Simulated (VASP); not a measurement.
**Al2O3 (Corundum): relaxation of cell and atoms with PBE+D3(BJ)**

Al2O3 (Corundum):

```xyz
10
Lattice="2.4044 1.3882 4.3745 -2.4044 1.3882 4.3745 0.0000 -2.7763 4.3745" Properties=species:S:1:pos:R:3 pbc="T T T"
Al    0.0000    0.0000    4.6214
Al    0.0000    0.0000    1.9404
Al    0.0000    0.0000    8.5021
Al    0.0000    0.0000   11.1831
O    -0.9321    1.3882    7.6554
O    -0.7361   -1.5013    7.6554
O     1.6682    0.1131    7.6554
O     0.9321   -1.3882    5.4681
O     0.7361    1.5013    5.4681
O    -1.6682   -0.1131    5.4681
```

```json
{
 "Program": "VASP 6.6.1",
 "Task": "relaxation of cell and atoms",
 "Functional": "PBE",
 "Dispersion": "D3(BJ)",
 "Potentials or basis": "VASP PAW PBE potentials, release 64 (Al, O)",
 "Cutoff": "600 eV",
 "k mesh": "6 × 6 × 6",
 "Occupations": "gaussian, width 0.02 eV",
 "Spin": "no spin polarisation",
 "Dipole correction": "no",
 "Further INCAR settings": "ALGO = Fast; EDIFF = 1e-06; IBRION = 2; EDIFFG = -0.005; NSW = 70; ISIF = 3"
}
```

```
Relaxed volume                         : 8.58 Å³/atom
Relaxed cell                           : a = 5.143 Å, b = 5.143 Å, c = 5.143 Å, α = 55.33°, β = 55.33°, γ = 55.33°
Space group after relaxing (to 0.05 Å) : R-3c (No. 167)
Energy gained by relaxing              : 2.7 meV/atom
Ionic steps                            : 7
Pressure after relaxing                : 0.1 GPa
Band gap on the k mesh                 : 6.10 eV, direct
Dispersion energy per atom             : -0.235 eV
```

The path:
```csv
step,energy change (eV),largest force (eV/Å),pressure (GPa),volume (Å³)
1,0.0000,0.0038,-4.79,87.60
2,-0.0076,0.0384,4.27,84.33
3,-0.0273,0.0225,0.01,85.81
4,-0.0273,0.0220,-0.11,85.85
5,-0.0274,0.0011,-0.10,85.84
6,-0.0274,0.0007,-0.12,85.84
7,-0.0274,0.0010,0.07,85.77
```

Final structure:
```yaml
crystal:
  lattice:
    - [2.38806, 1.37875, 4.34163]
    - [-2.38806, 1.37875, 4.34163]
    - [0.00000, -2.75749, 4.34163]
  atoms:
    - { symbol: Al, position: [0.35212, 0.35212, 0.35212] }
    - { symbol: Al, position: [0.14788, 0.14788, 0.14788] }
    - { symbol: Al, position: [0.64788, 0.64788, 0.64788] }
    - { symbol: Al, position: [0.85212, 0.85212, 0.85212] }
    - { symbol: O, position: [0.55640, 0.94360, 0.25000] }
    - { symbol: O, position: [0.25000, 0.55640, 0.94360] }
    - { symbol: O, position: [0.94360, 0.25000, 0.55640] }
    - { symbol: O, position: [0.44360, 0.05640, 0.75000] }
    - { symbol: O, position: [0.75000, 0.44360, 0.05640] }
    - { symbol: O, position: [0.05640, 0.75000, 0.44360] }
```

Levels at points of the mesh, in eV from the valence-band top:
| k point | band 20 | band 21 | band 22 | band 23 | band 24 | band 25 | band 26 | band 27 | band 28 | band 29 |
| --- | --- | --- | --- | --- | --- | --- | --- | --- | --- | --- |
| (0.00, 0.00, 0.00) | -0.49 | -0.49 | -0.05 | -0.05 | 0.00 | 6.10 | 9.06 | 10.63 | 11.46 | 11.46 |
| (0.50, 0.00, 0.00) | -1.32 | -0.90 | -0.90 | -0.27 | -0.27 | 9.37 | 9.37 | 9.55 | 9.55 | 11.72 |
| (0.50, 0.50, 0.00) | -1.29 | -1.01 | -0.91 | -0.73 | -0.25 | 9.59 | 9.61 | 9.83 | 10.32 | 11.07 |
| (0.50, 0.50, 0.50) | -1.98 | -0.38 | -0.38 | -0.38 | -0.38 | 8.57 | 8.57 | 11.02 | 11.02 | 12.36 |

It took 4.3 min on 1 thread of Intel(R) Xeon(R) 6975P-C (Granite Rapids) (shared host), peak memory 0.32 GiB.

A k mesh can miss the band edges. As with any semilocal functional, this PBE gap is likely too small.
